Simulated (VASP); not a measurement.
# SnO (I4/mmm) in VASP: single point with r2SCAN

Aim: the single point of SnO with r2SCAN.

All numbers are computed with VASP 6.6.1; they aren't measurements. Logs are shortened: lines on timing, memory, paths and dates and some standing lists are left out, and cuts for length are marked.

### Step 1. The cell of the first run

The structure is tetragonal, space group I4/mmm (No. 139). Conventional cell: a = 3.588 Å, b = 3.588 Å, c = 4.936 Å, α = 90.00°, β = 90.00°, γ = 90.00°. Sn (site symmetry 4/mmm) is surrounded by 6 O at 2.47 to 2.54 Å. O (site symmetry 4/mmm) has 6 Sn at 2.47 to 2.54 Å as nearest neighbours.

The cell was built by a generator and needn't be a form met in nature.

### Step 2. Single point, r2SCAN (uniaxial_x strain -2.7%)

POSCAR reads:

```
SnO
1.0
    0.0000000000      2.5369732568      2.5369732568
    2.4679675843      0.0000000000      2.5369732568
    2.4679675843      2.5369732568      0.0000000000
Sn O
1 1
Direct
    0.0000000000      0.0000000000      0.0000000000
    0.5000000000      0.5000000000      0.5000000000
```

INCAR.step1 reads:

```
ALGO = Normal
EDIFF = 1E-4
ENCUT = 520
GGA = PE
ISMEAR = -1
LASPH = True
LCHARG = False
LREAL = False
LWAVE = True
NBANDS = 17
NELM = 80
PREC = Accurate
SIGMA = 0.02
```

INCAR.step2 reads:

```
ALGO = Normal
EDIFF = 1E-6
ENCUT = 520
ISIF = 2
ISMEAR = -1
ISTART = 1
LASPH = True
LCHARG = True
LELF = True
LMIXTAU = True
LREAL = False
LVHAR = True
LWAVE = False
METAGGA = R2SCAN
NBANDS = 17
NELM = 80
PREC = Accurate
SIGMA = 0.02
```

KPOINTS reads:

```
k-points
0
Gamma
  8 8 8
```

Potentials or basis: VASP PAW PBE potentials, release 64 (Sn_d, O).

Run with:

```
cat potpaw_PBE.64/Sn_d/POTCAR potpaw_PBE.64/O/POTCAR > POTCAR
cp INCAR.step1 INCAR
mpirun -np 1 vasp_std > vasp.out
cp INCAR.step2 INCAR
mpirun -np 1 vasp_std > vasp.out
```

OUTCAR:

```text
EDIFF = 1E-6
   ENCUT = 520
   ISIF = 2
   ISMEAR = -1
   ISTART = 1
   LASPH = True
   LREAL = False
   METAGGA = R2SCAN
   NELM = 80
   PREC = Accurate

 ion  position               nearest neighbor table
   1  0.000  0.000  0.000-   2 2.47   2 2.47   2 2.54   2 2.54   2 2.54   2 2.54
   2  0.500  0.500  0.500-   1 2.47   1 2.47   1 2.54   1 2.54   1 2.54   1 2.54

  LATTYP: Found a body centered tetragonal cell.
 ALAT       =     3.5878219871
 C/A-ratio  =     1.3757469535

  Lattice vectors:

 A1 = (  -2.4679675843,   0.0000000000,  -2.5369732568)
 A2 = (  -2.4679675843,   0.0000000000,   2.5369732568)
 A3 = (   2.4679675843,   2.5369732568,   0.0000000000)

Analysis of symmetry for initial positions (statically):
=====================================================================
 Subroutine PRICEL returns:
 Original cell was already a primitive cell.

 Routine SETGRP: Setting up the symmetry group for a
 body centered tetragonal supercell.

 Subroutine GETGRP returns: Found 16 space group operations
 (whereof 16 operations were pure point group operations)
 out of a pool of 16 trial point group operations.

The static configuration has the point symmetry D_4h.

Analysis of symmetry for dynamics (positions and initial velocities):
=====================================================================
 Subroutine PRICEL returns:
 Original cell was already a primitive cell.

 Routine SETGRP: Setting up the symmetry group for a
 body centered tetragonal supercell.

 Subroutine GETGRP returns: Found 16 space group operations
 (whereof 16 operations were pure point group operations)
 out of a pool of 16 trial point group operations.

The dynamic configuration has the point symmetry D_4h.

 Subroutine INISYM returns: Found 16 space group operations
 (whereof 16 operations are pure point group operations),
 and found     1 'primitive' translations

----------------------------------------------------------------------------------------

                                     Primitive cell

  volume of cell :      31.7688

  direct lattice vectors                    reciprocal lattice vectors
     0.000000000  2.536973257  2.536973257    -0.202595854  0.197085247  0.197085247
     2.467967584  0.000000000  2.536973257     0.202595854 -0.197085247  0.197085247
     2.467967584  2.536973257  0.000000000     0.202595854  0.197085247 -0.197085247

  length of vectors
     3.587821987  3.539363969  3.539363969     0.344572589  0.344572589  0.344572589

  position of ions in fractional coordinates (direct lattice)
     0.000000000  0.000000000  0.000000000
     0.500000000  0.500000000  0.500000000

  ion indices of the primitive-cell ions
   primitive index   ion index
                 1           1
                 2           2

----------------------------------------------------------------------------------------

 KPOINTS: k-points

Automatic generation of k-mesh.
 Grid dimensions read from file:
 generate k-points for:    8    8    8

 Generating k-lattice:

  Cartesian coordinates                     Fractional coordinates (reciprocal lattice)
    -0.025324482  0.024635656  0.024635656     0.125000000  0.000000000  0.000000000
     0.025324482 -0.024635656  0.024635656     0.000000000  0.125000000 -0.000000000
     0.025324482  0.024635656 -0.024635656     0.000000000 -0.000000000  0.125000000

  Length of vectors
     0.043071574  0.043071574  0.043071574

  Shift w.r.t. Gamma in fractional coordinates (k-lattice)
     0.000000000  0.000000000  0.000000000

 Subroutine IBZKPT returns following result:
 ===========================================

 Found     59 irreducible k-points:

 Following reciprocal coordinates:
            Coordinates               Weight
  0.000000  0.000000  0.000000      1.000000
  0.125000  0.000000  0.000000      8.000000
  0.250000  0.000000  0.000000      8.000000
  0.375000  0.000000  0.000000      8.000000
  0.500000  0.000000  0.000000      4.000000
  0.125000  0.125000  0.000000      4.000000
[... 16 lines left out ...]
  0.250000  0.125000  0.125000      4.000000
  0.375000  0.125000  0.125000      8.000000
 [... further k-points ...]
   k-points           NKPTS =     59   k-points in BZ     NKDIM =     59   number of bands    NBANDS=     17
   number of dos      NEDOS =    301   number of ions     NIONS =      2
   total plane-waves  NPLWV =  21952
   dimension x,y,z NGX =    28 NGY =   28 NGZ =   28
   dimension x,y,z NGXF=    56 NGYF=   56 NGZF=   56
   ions per type =               1   1
   NGX,Y,Z   is equivalent  to a cutoff of  12.97, 13.15, 13.15 a.u.
   NGXF,Y,Z  is equivalent  to a cutoff of  25.95, 26.30, 26.30 a.u.
 SYSTEM =  unknown system
   PREC   = accura    normal or accurate (medium, high low for compatibility)
   ISTART =      1    job   : 0-new  1-cont  2-samecut
   ICHARG =      0    charge: 1-file 2-atom 10-const
   ISPIN  =      1    spin polarized calculation?
   LNONCOLLINEAR =      F non collinear calculations
   LSORBIT =      F    spin-orbit coupling
   LASPH  =      T    aspherical Exc in radial PAW
   ENCUT  =  520.0 eV  38.22 Ry    6.18 a.u.   6.67  6.58  6.58*2*pi/ulx,y,z
   NELM   =     80;   NELMIN=  2; NELMDL=  0     # of ELM steps
   EDIFF  = 0.1E-05   stopping-criterion for ELM
   LREAL  =      F    real-space projection
   EDIFFG = 0.1E-04   stopping-criterion for IOM
   NSW    =      0    number of steps for IOM
   IBRION =     -1    ionic relax: 0-MD 1-quasi-New 2-CG
   NFREE  =      0    steps in history (QN), initial steepest desc. (CG)
   ISIF   =      2    stress and relaxation
   ISYM   =      2    0-nonsym 1-usesym 2-fastsym
   POTIM  = 0.5000    time-step for ionic-motion
   TEBEG  =    0.0;   TEEND  =   0.0 temperature during run
   PSTRESS=    0.0 pullay stress
   NELECT =      20.0000    total number of electrons
   NUPDOWN=      -1.0000    fix difference up-down
   EMIN   =  10.00;   EMAX   =-10.00  energy-range for DOS
   EFERMI =   0.00;   METHOD = LEGACY
   ISMEAR =    -1;   SIGMA  =   0.02  broadening in eV -4-tet -1-fermi 0-gaus
   EFERMI_NEDOS =   21; number of points for ismear=-14 and -15
   IALGO  =     38    algorithm
   IMIX   =      4    mixing-type and parameters
     AMIX     =   0.40;   BMIX     =  1.00
     AMIX_MAG =   1.60;   BMIX_MAG =  1.00
  volume/ion in A,a.u.               =      15.88       107.19
  Fermi-wavevector in a.u.,A,eV,Ry     =   1.403086  2.651449 26.785130  1.968652
  Thomas-Fermi vector in A             =   2.525783
   LORBIT       =      0    0 simple, 1 ext, 2 COOP (PROOUT), +10 PAW based schemes
   METAGGA = R2SCAN    functional components
   LHFCALC =     F    Hartree Fock is set to
   AEXX    =    0.0000 exact exchange contribution
   IVDW    =     0    specifies the selected vdW correction
   LEPSILON=     F    determine dielectric tensor
   LRPA    =     F    only Hartree local field effects (RPA)
 non-spin polarized calculation
  energy-cutoff  :      520.00
  volume of cell :       31.77
 maximum number of plane-waves:       885
   NGX = 13   NGY = 13   NGZ = 13

 number of electron      19.9999999 magnetization

 Free energy of the ion-electron system (eV)
  ---------------------------------------------------
  ext. energy  EPLUGINS =         0.00000000
  ---------------------------------------------------
  free energy    TOTEN  =       -32.23890982 eV

  energy without entropy =      -32.23890982  energy(sigma->0) =      -32.23890982

 E-fermi :   8.3885     XC(G=0): -11.6689

 val. band max:        7.9715548525   @ k =  -0.2500   0.2500   0.0000
 cond. band min:       8.9180834434   @ k =  -0.3750   0.1250   0.1250
 fundamental gap:      0.9465285909
 Fermi energy:         8.3884707563

 k-point     1 :       0.0000    0.0000    0.0000
  band No.  band energies     occupation
      1     -14.1302      2.00000
      2     -14.1302      2.00000
      3     -14.1295      2.00000
      4     -14.0718      2.00000
      5     -14.0498      2.00000
      6     -11.9470      2.00000
[... 9 lines left out ...]
     16      18.9366      0.00000
     17      19.0666      0.00000

 k-point     2 :       0.1250    0.0000    0.0000
  band No.  band energies     occupation
      1     -14.1292      2.00000
      2     -14.1230      2.00000
      3     -14.1225      2.00000
      4     -14.0729      2.00000
      5     -14.0531      2.00000
      6     -11.8611      2.00000
[... 9 lines left out ...]
     16      19.5317      0.00000
     17      21.9871      0.00000

 k-point     3 :       0.2500    0.0000    0.0000
  band No.  band energies     occupation
      1     -14.1284      2.00000
      2     -14.1198      2.00000
      3     -14.1132      2.00000
      4     -14.0612      2.00000
      5     -14.0528      2.00000
      6     -11.6437      2.00000
[... 9 lines left out ...]
     16      20.7403      0.00000
     17      24.3985      0.00000

 k-point     4 :       0.3750    0.0000    0.0000
  band No.  band energies     occupation
      1     -14.1296      2.00000
      2     -14.1289      2.00000
      3     -14.1172      2.00000
      4     -14.0386      2.00000
      5     -14.0362      2.00000
      6     -11.4106      2.00000
[... 9 lines left out ...]
     16      22.2375      0.00000
     17      24.0366      0.00000
[... 343 lines left out ...]
      1     -14.1375      2.00000
      2     -14.1143      2.00000
      3     -14.1143      2.00000
      4     -14.0656      2.00000
      5     -14.0644      2.00000
      6     -11.8275      2.00000
[... 9 lines left out ...]
     16      20.7886      0.00000
     17      22.1677      0.00000

 k-point    23 :       0.2500    0.1250    0.1250
  band No.  band energies     occupation
      1     -14.1274      2.00000
      2     -14.1148      2.00000
      3     -14.1122      2.00000
      4     -14.0851      2.00000
      5     -14.0620      2.00000
      6     -11.7129      2.00000
[... 9 lines left out ...]
     16      20.8726      0.00000
     17      24.3201      0.00000

 k-point    24 :       0.3750    0.1250    0.1250
  band No.  band energies     occupation
      1     -14.1277      2.00000
      2     -14.1213      2.00000
      3     -14.1104      2.00000
      4     -14.0718      2.00000
      5     -14.0649      2.00000
      6     -11.4599      2.00000
[... 9 lines left out ...]
     16      21.7404      0.00000
     17      25.4621      0.00000

 [... further k-points ...]

------------------------ aborting loop because EDIFF is reached ----------------------------------------

  FORCE on cell =-STRESS in cart. coord.  units (eV):
  Direction    XX          YY          ZZ          XY          YZ          ZX
  --------------------------------------------------------------------------------------
  -------------------------------------------------------------------------------------
  Total        1.0309803      0.4779975      0.4779975      0.0000000      0.0000000     -0.0000000
  in kB       51.9947798     24.1065467     24.1065467      0.0000000      0.0000000     -0.0000000
  external PRESSURE =      33.4026244 kB  Pullay stress =       0.0000000 kB

 VOLUME and BASIS-vectors are now :
 -----------------------------------------------------------------------------
  energy-cutoff  :      520.00
  volume of cell :       31.77
      direct lattice vectors                 reciprocal lattice vectors
     0.000000000  2.536973257  2.536973257    -0.202595854  0.197085247  0.197085247
     2.467967584  0.000000000  2.536973257     0.202595854 -0.197085247  0.197085247
     2.467967584  2.536973257  0.000000000     0.202595854  0.197085247 -0.197085247

 POSITION                                       TOTAL-FORCE (eV/Angst)
 -----------------------------------------------------------------------------------
      0.00000      0.00000      0.00000         0.000000      0.000000     -0.000000
      2.46797      2.53697      2.53697         0.000000     -0.000000      0.000000
 -----------------------------------------------------------------------------------
    total drift:                                0.000000      0.000000      0.000000

  FREE ENERGIE OF THE ION-ELECTRON SYSTEM (eV)
  ---------------------------------------------------
  free  energy   TOTEN  =       -32.2389098218 eV

  energy  without entropy=      -32.2389098218  energy(sigma->0) =      -32.23890982
```

Wall time 83 s (1 thread of AMD EPYC 9R45 (Zen 5), shared host); peak memory 0.15 GiB.

What came out:

- Free energy: -32.2389 eV
- Pressure: 3.3 GPa
- Band gap on the k mesh: 0.95 eV, indirect (least direct gap 0.98 eV)

Stress tensor (GPa, compression positive):
```
5.20 0.00 0.00
0.00 2.41 0.00
0.00 0.00 2.41
```

Caveat: the PAW data sets were made with another functional, which shifts forces and pressure a little; spin-orbit coupling is left out, which moves the levels of the heavy elements. A k mesh can miss the band edges.
